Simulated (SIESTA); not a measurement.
SiC:

```
Si C
1.0
     3.07569    0.00000    0.00000
    -1.53785    2.66363    0.00000
     0.00000    0.00000   10.07065
Si C
4 4
Direct
  0.00000 0.00000 0.18789
  0.00000 0.00000 0.68789
  0.33333 0.66667 0.43784
  0.66667 0.33333 0.93784
  0.00000 0.00000 0.00046
  0.00000 0.00000 0.50046
  0.33333 0.66667 0.24980
  0.66667 0.33333 0.74980
```

The cell is a database's computed one.

- Program: SIESTA 5.4.2
- Task: relaxation of cell and atoms
- Functional: vdW-DF2
- Potentials or basis: PseudoDojo 0.4 standard (PBE files)
- Basis: DZP (energy shift 0.002 Ry)
- Grid cutoff: 500 Ry
- Energy shift: 0.002 Ry
- k mesh: 10 × 10 × 3
- Occupations: fermi-dirac, width 0.05 eV
- Spin: no spin polarisation

At the start: pressure 16.8 GPa; volume 10.31 Å³/atom.

Question: How do energy, volume and symmetry change on relaxing?

Answer: Over 6 steps the energy falls by 40.4 meV/atom and the volume is 11.14 Å³/atom (+8.0 %); space group P6_3mc (No. 186, to 0.05 Å).

Step by step:
```
step  energy change (eV)  largest force (eV/Å)  pressure (GPa)  volume (Å³)
   1              0.0000                0.0445           16.77        82.50
   2             -0.0480                0.0198           15.37        82.98
   3             -0.3221                0.0985            0.57        88.82
   4             -0.3229                0.0479            0.05        89.06
   5             -0.3230                0.0113           -0.04        89.11
   6             -0.3231                0.0008           -0.02        89.09
```

Final structure:
```xyz
8
Lattice="3.1550 0.0000 0.0000 -1.5775 2.7323 0.0000 0.0000 0.0000 10.3350" Properties=species:S:1:pos:R:3 pbc="T T T"
Si    0.0000    0.0000    1.9402
Si    0.0000    0.0000    7.1078
Si    0.0000    1.8216    4.5257
Si    1.5775    0.9108    9.6932
C     0.0000    0.0000    0.0059
C     0.0000    0.0000    5.1734
C     0.0000    1.8216    2.5818
C     1.5775    0.9108    7.7493
```

Caveat: the potentials were made for another functional, which shifts forces and pressure; the basis of atomic orbitals isn't converged, which shifts pressures, moduli and gaps.
